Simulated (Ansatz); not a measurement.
A distorted cell of Ti3SiC2 (MAX-312 type, space group P6_3/mmc):

```yaml
crystal:
  lattice:
    - [3.07276, 0.00000, 0.00000]
    - [-1.53638, 2.66109, 0.00000]
    - [0.00000, 0.00000, 17.72285]
  atoms:
    - { symbol: Ti, position: [0.00000, 0.00000, 0.00000] }
    - { symbol: Ti, position: [0.00000, 0.00000, 0.50000] }
    - { symbol: Ti, position: [0.33333, 0.66667, 0.13620] }
    - { symbol: Ti, position: [0.66667, 0.33333, 0.63620] }
    - { symbol: Ti, position: [0.66667, 0.33333, 0.86380] }
    - { symbol: Ti, position: [0.33333, 0.66667, 0.36380] }
    - { symbol: Si, position: [0.00000, 0.00000, 0.25000] }
    - { symbol: Si, position: [0.00000, 0.00000, 0.75000] }
    - { symbol: C, position: [0.33333, 0.66667, 0.56180] }
    - { symbol: C, position: [0.66667, 0.33333, 0.06180] }
    - { symbol: C, position: [0.66667, 0.33333, 0.43820] }
    - { symbol: C, position: [0.33333, 0.66667, 0.93820] }
```

Level of theory: PBE (plane waves to 420 eV, PAW, scalar-relativistic; Ansatz, a program for electronic structure). k mesh 14×14×3 (Γ-centred), Fermi-Dirac smearing 0.05 eV. Compression counts positive. With partly filled bands, energies and forces of such displacements shift with the k mesh and the smearing. Ti3SiC2 is run without spin polarisation. Ti3SiC2 was relaxed with its symmetry unable to fall.

**Question.** Predict the force on every atom, in eV/Å.

**Answer.** 
```
atom     Fx     Fy      Fz
----  -----  -----  ------
Ti1   0.000  0.000   0.000
Ti2   0.000  0.000   0.000
Ti3   0.000  0.000  -1.518
Ti4   0.000  0.000  -1.518
Ti5   0.000  0.000   1.518
Ti6   0.000  0.000   1.518
Si7   0.000  0.000   0.000
Si8   0.000  0.000   0.000
C9    0.000  0.000   3.696
C10   0.000  0.000   3.696
C11   0.000  0.000  -3.696
C12   0.000  0.000  -3.696
```

**Question.** Give the stress tensor in GPa and the pressure.

**Answer.** 
```
    0.7      0.0      0.0
    0.0      0.7      0.0
    0.0      0.0      0.3
```
The pressure, a third of the trace, is 0.6 GPa.

(A displaced cell: forces are minus the slopes of the energy, force constants its curvatures, and phonons follow from these.)
